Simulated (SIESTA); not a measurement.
The system is VO2.

```
CELL_PARAMETERS angstrom
4.50720 0.00000 0.00000
0.00000 4.50720 0.00000
0.00000 0.00000 3.04445
ATOMIC_POSITIONS crystal
V 0.50000 0.50000 0.50000
V 0.00000 0.00000 0.00000
O 0.20036 0.79964 0.50000
O 0.79964 0.20036 0.50000
O 0.70036 0.70036 0.00000
O 0.29964 0.29964 0.00000
```

The cell is a database's computed one.

Program: SIESTA 5.4.2. Alike in all runs: task band structure; potentials or basis PseudoDojo 0.4 standard (PBE files), DZP (energy shift 0.002 Ry); spin collinear, ferromagnetic start; cell as given; k mesh 4 × 4 × 6; smearing fermi-dirac 0.05 eV; grid cutoff 800 Ry; energy shift 0.002 Ry.

Order these runs on this cell by their pressure, lowest first.
A. level BLYP
B. level BP86
C. level RPBE

B (-6.8 GPa), C (-1.9 GPa), A (0.1 GPa).

Caveats: semicore shells carry a single zeta, which can move pressures by several GPa and volumes by a few percent; the potentials were made for another functional, which shifts forces and pressure; the basis of atomic orbitals isn't converged, which shifts pressures, moduli and gaps.
